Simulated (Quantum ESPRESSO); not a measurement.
# Al: phonon spectrum and thermodynamics under several settings

```
CELL_PARAMETERS angstrom
0.00000 2.02481 2.02481
2.02481 0.00000 2.02481
2.02481 2.02481 0.00000
ATOMIC_POSITIONS crystal
Al 0.00000 0.00000 0.00000
```

All runs used Quantum ESPRESSO 7.5; k mesh 12 × 12 × 12; relaxed cell; no spin polarisation; cutoff 612 eV; occupations cold, width 0.2 eV; q mesh 4 × 4 × 4.

```tsv
level	potentials	volume (Å³/atom)	highest frequency (cm⁻¹)	zero-point energy (meV/atom)	entropy at room temperature (k_B/atom)
LDA	GBRV 1.5 LDA	15.84	350	39.3	3.23
PBE	GBRV 1.5 PBE	?	?	?	?
PBEsol	GBRV 1.5 PBEsol	16.20	349	39.3	3.23
```

Task: What stands in the row left open?

Result: Volume 16.53 Å³/atom; highest frequency 341 cm⁻¹; zero-point energy 38.0 meV/atom; entropy at room temperature 3.32 k_B/atom.
